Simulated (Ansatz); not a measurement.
GeO2 (rutile), relaxed with HSE06 (Ansatz, a quantum-chemistry and plane-wave program, plane waves, PAW): a = b = 4.4086 Å, c = 2.8621 Å, α = β = γ = 90.00°.

| Property | Result |
|---|---|
| gap (eV) | 3.82 |
| B₀ by P(V) fit (GPa) | 239 |

**Question.** The same phase is relaxed and computed with LDA in the same code. What are the cell and these values now?

**Answer.** a = 4.3793 Å, b = 4.3793 Å, c = 2.8645 Å, α = 90.00°, β = 90.00°, γ = 90.00°.

- gap (eV) = 1.91
- B₀ by P(V) fit (GPa) = 241

All cells were relaxed under the symmetry of their starts (and spin orders); stability against distortions was not tested throughout. Spin–orbit coupling is left out wherever it is not named.

Potentials: the later of the program's two PAW sets.

Ansatz is a plane-wave DFT program.
